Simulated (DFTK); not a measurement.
## MgO under changes of volume

One of the cells (9.221 Å³/atom); the others are scaled copies at fixed shape and fractional positions:

```
Mg O
1.0
     0.00000    2.09700    2.09700
     2.09700    0.00000    2.09700
     2.09700    2.09700    0.00000
Mg O
1 1
Direct
  0.00000 0.00000 0.00000
  0.50000 0.50000 0.50000
```

The cell is a database's computed one.

| Item | Value |
| --- | --- |
| Program | DFTK 0.8.2 |
| Functional | PBEsol |
| Potentials or basis | dojo.nc.sr.pbesol.v0_4_1.standard.upf (PBEsol) |
| Cutoff | 1143 eV |
| k mesh | 11 × 11 × 11 |
| Occupations | fermi-dirac, width 0.05 eV |
| Spin | no spin polarisation |

```csv
volume (Å³/atom),energy over the lowest point (meV/atom),pressure (GPa),gap on the mesh (eV)
8.668,28.00,13.9,5.43
8.853,14.38,9.6,5.20
9.037,5.47,5.8,4.99
9.221,0.81,2.2,4.79
9.406,0.00,-0.9,4.60
9.590,2.66,-3.8,4.41
9.775,?,?,?
```

Problem. What does the run at 9.775 Å³/atom give?

Solution. Energy over the lowest point 8.47 meV/atom; pressure -6.4 GPa; gap on the mesh 4.24 eV.

Worked out: A Birch-Murnaghan fit of order 3 (a polynomial in V^(-2/3)) to the other rows has its minimum at 9.35 Å³/atom with B0 = V·E''(V) = 158 GPa and B' = 3.9. It gives 8.54 meV/atom at 9.775 Å³/atom, against the run's 8.47, and -dE/dV = -6.4 GPa, against -6.4. A straight line through the other rows of the gap, of slope -10 eV per unit of ln V (its deformation potential), extrapolates to 4.21 eV, against the run's 4.24.

Energies are extrapolated to zero smearing.
